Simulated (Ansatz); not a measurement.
ZrB2 under changes of volume

One of the cells (10.249 Å³/atom); the others are scaled copies at fixed shape and fractional positions:

```
Zr B
1.0
     3.17000    0.00000    0.00000
    -1.58500    2.74530    0.00000
     0.00000    0.00000    3.53300
Zr B
1 2
Direct
  0.00000 0.00000 0.00000
  0.66667 0.33333 0.50000
  0.33333 0.66667 0.50000
```

| Item | Value |
| --- | --- |
| Program | Ansatz 0.2.0 |
| Functional | PBE |
| Potentials or basis | Ansatz PAW |
| Cutoff | 420 eV (not typed: the program's choice for these potentials) |
| k mesh | 10 × 10 × 8 |
| Occupations | fermi-dirac, width 0.05 eV |
| Spin | no spin polarisation |

```tsv
volume (Å³/atom)	energy over the lowest point (meV/atom)	pressure (GPa)
9.634	?	?
9.839	15.23	11.5
10.044	4.19	5.9
10.249	0.00	0.8
10.454	1.98	-3.8
10.659	9.59	-8.0
10.864	22.32	-11.8
```

**Question.** What does the run at 9.634 Å³/atom give?

**Answer.** Energy over the lowest point 33.83 meV/atom; pressure 17.7 GPa.

Worked out: A Birch-Murnaghan fit of order 3 (a polynomial in V^(-2/3)) to the other rows has its minimum at 10.28 Å³/atom with B0 = V·E''(V) = 239 GPa and B' = 3.8 at fixed shape and positions, which overstates the stiffness. It gives 33.78 meV/atom at 9.634 Å³/atom, against the run's 33.83, and -dE/dV = 17.6 GPa, against 17.7.

Energies are extrapolated to zero smearing.
